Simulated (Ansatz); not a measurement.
A one-shot G0W0 calculation of SnS2 (started from an entry of an open crystallographic database) with the plane-wave code Ansatz, at the level G0W0@PBE0 with 379 empty bands, a screening cutoff of 180 eV and a 6×6×4 mesh. The cell was relaxed beforehand with r2SCAN+rVV10.

Input (YAML):
```yaml
crystal:
  lattice:
    - [3.660757467, 0.0, 0.0]
    - [-1.8303787335, 3.1703089635, 0.0]
    - [0.0, 0.0, 5.9618049232]
  atoms:
    - { symbol: Sn, position: [0.0, 0.0, 0.0] }
    - { symbol: S, position: [0.3333333333, 0.6666666667, 0.2455903389] }
    - { symbol: S, position: [0.6666666667, 0.3333333333, 0.7544096611] }
kpoints:
  mp_grid: { grid: [6, 6, 4] }
hamiltonian:
  xc: pbe0
scf:
  occupations: { method: fixed }
gw:
  n_empty_bands: 379
  ecut_chi: 180
  qp_bands: [v2, c2]
  qp_kpoints: band_edges
  screening: { model: contour_deformation }
```

It took 80 s on 1 × NVIDIA H100 80GB HBM3 with 2 threads of AMD EPYC 7R13 Processor (Zen 3), on a shared host, load about 1.9 per core; peak host memory 2.3 GiB.

Abridged output:
```
Functional definition: PBE0
Crystal: 3 atoms, lattice volume = 69.191 Å³
Basis set: ecut = 420 eV, 1327 PW (Γ)
Bands: 17, of which v1, the nominal top of the filled ones, is band 13 counted from 1 (12 counted from 0)
Symmetry: 12 space group operations
Space group: P-3m1 (ITA 164)
k-points: 24 of 144
[warm-up without exact exchange]
SCF 1 stopped early in 3 iterations: F = -7829.423448 eV  dr2 = 8.11e-5
[exact exchange on]
Exchange kernel: α = 0.2500, full range, Wigner–Seitz truncation, v(0) = 15907.3178 eV·Å³, q-mesh 6×6×4
preconditioner: auto → none  [insulator: Δε(μ)=3.056 eV  ℏωp=22.8 eV]
SCF 2 stopped early in 6 iterations: F = -7834.302654 eV  dr2 = 1.09e-5
hybrid outer 1: dexx = +1.578e-2 eV, tail = 5.32e-5 eV
SCF 3 converged in 3 iterations: F = -7834.302514 eV  dr2 = 2.31e-8
hybrid outer 2: dexx = +8.624e-7 eV, tail = 5.83e-8 eV, Δε = 1.13e-3 eV
Free energy (F): -7834.302514 eV
Fermi energy:    5.206500 eV
--- Per-component energies (eV) ---
  E_band       = -178.612953
  E_kinetic    = 399.539609
  E_local      = -1631.095610
  E_nonlocal   = 25.970255
  E_hartree    = 862.533993
  E_xc         = -440.338934
  E_vxc        = -207.520726
  E_exx        = -69.838598
  E_paw        = -5413.873123
  E_vpaw       = -350.898341
  E_ewald      = -1567.297443
  E_core_change = 0.097335
--- G₀W₀: contour deformation, 6 samples at zero and on the imaginary axis and 2 off it, 144 q-points, 379 empty bands' worth ---
    ik  band        ε_KS         Σx   Σc(E_QP)       V_xc       Z   E_QP_lin       E_QP  E_QP is
     0    12      4.9411   -18.3361     1.5095   -16.7780  0.7865     4.8925     4.8925  root
     0    13      5.2065   -18.4853     1.7342   -16.6679  0.7841     5.1232     5.1233  root
     0    14      8.8029   -11.2581    -3.6437   -14.6544  0.8218     8.5559     8.5554  root
     0    15     10.5558    -7.6153    -3.9707   -11.3379  0.8286    10.3081    10.3077  root
     1    12      5.0086   -18.3703     1.4846   -16.8344  0.7873     4.9572     4.9573  root
     1    13      5.0086   -18.3703     1.4846   -16.8344  0.7873     4.9572     4.9573  root
     1    14      9.4667   -11.6963    -3.7183   -15.1878  0.8156     9.2401     9.2397  root
     1    15     10.5967    -7.7401    -3.9886   -11.4798  0.8280    10.3482    10.3477  root
     2    12      5.0657   -18.4065     1.4654   -16.8885  0.7879     5.0131     5.0131  root
     2    13      5.0657   -18.4065     1.4654   -16.8885  0.7879     5.0131     5.0131  root
     2    14      9.9681   -11.7551    -3.8934   -15.4393  0.8112     9.7593     9.7589  root
     2    15     10.6288    -7.8676    -4.0024   -11.6170  0.8278    10.3762    10.3757  root
     3    12      5.1678   -18.4395     1.7256   -16.6323  0.7842     5.0862     5.0862  root
     3    13      5.1805   -18.3784     1.4686   -16.8516  0.7880     5.1221     5.1222  root
     3    14      9.8146   -11.6407    -3.8244   -15.2702  0.8069     9.6200     9.6196  root
     3    15     11.4424    -7.8610    -4.1242   -11.7207  0.8214    11.1785    11.1779  root
     4    12      4.5186   -18.1740     1.8481   -16.2448  0.7808     4.4374     4.4375  root
     4    13      5.0408   -18.2817     1.5179   -16.7077  0.7867     4.9847     4.9847  root
     4    14      9.6436   -11.2012    -3.7677   -14.7776  0.8097     9.4526     9.4522  root
     4    15     11.7278    -8.1522    -4.2016   -12.1066  0.8152    11.4812    11.4806  root
     5    12      4.0901   -17.8446     1.7470   -16.0418  0.7811     4.0343     4.0343  root
     5    13      5.0415   -18.2520     1.5051   -16.6896  0.7869     4.9843     4.9843  root
     5    14      9.7820   -11.0592    -3.8243   -14.6952  0.8093     9.5939     9.5936  root
     5    15     11.8209    -8.5233    -4.2356   -12.5053  0.8127    11.5680    11.5673  root
     6    12      4.7793   -18.1165     1.7518   -16.2874  0.7833     4.7020     4.7021  root
     6    13      5.1824   -18.3560     1.4580   -16.8389  0.7882     5.1231     5.1232  root
     6    14      9.9785   -11.4598    -3.8917   -15.1632  0.8061     9.7905     9.7901  root
     6    15     11.5677    -8.3506    -4.1523   -12.2322  0.8183    11.2976    11.2969  root
     7    12      4.7819   -18.1004     1.7851   -16.2324  0.7825     4.6989     4.6990  root
     7    13      5.0801   -18.3549     1.5033   -16.7896  0.7872     5.0181     5.0182  root
     7    14      8.9822   -10.3298    -3.6381   -13.7675  0.8149     8.7821     8.7818  root
     7    15     11.7243    -7.8927    -4.1529   -11.7801  0.8174    11.4594    11.4588  root
     8    12      4.3975   -18.0384     1.9041   -16.0498  0.7792     4.3130     4.3131  root
     8    13      4.9049   -18.2303     1.5641   -16.6058  0.7856     4.8445     4.8446  root
     8    14      8.6254   -10.2940    -3.5357   -13.6277  0.8167     8.4237     8.4234  root
     8    15     11.9362    -7.6108    -4.1644   -11.5161  0.8149    11.6778    11.6770  root
  […]
```

The points are ik 0 = (0, 0, 0) (Γ), ik 1 = (0, 0, 1/4), ik 2 = (0, 0, -1/2), ik 3 = (0, 1/6, 0), ik 4 = (0, 1/6, 1/4), ik 5 = (0, 1/6, -1/2), ik 6 = (0, 1/6, -1/4), ik 7 = (0, 1/3, 0), ik 8 = (0, 1/3, 1/4), ik 9 = (0, 1/3, -1/2), ik 10 = (0, 1/3, -1/4), ik 11 = (0, -1/2, 0); band 13 is the last filled one.

G0W0 moves the gap on the mesh from 3.09 eV (PBE0) to 2.96 eV (Γ to k = (0, -1/2, 1/4)). Renormalisation factors Z lie between 0.77 and 0.83. G0W0 values are finite-basis, finite-mesh values.

Calculated for a static, non-magnetic cell.

Spin-orbit coupling is left out, which matters wherever the heavy atoms make up the band edges.

The program warns that the k mesh is coarse for exact exchange in some of these runs, so their gaps aren't converged.
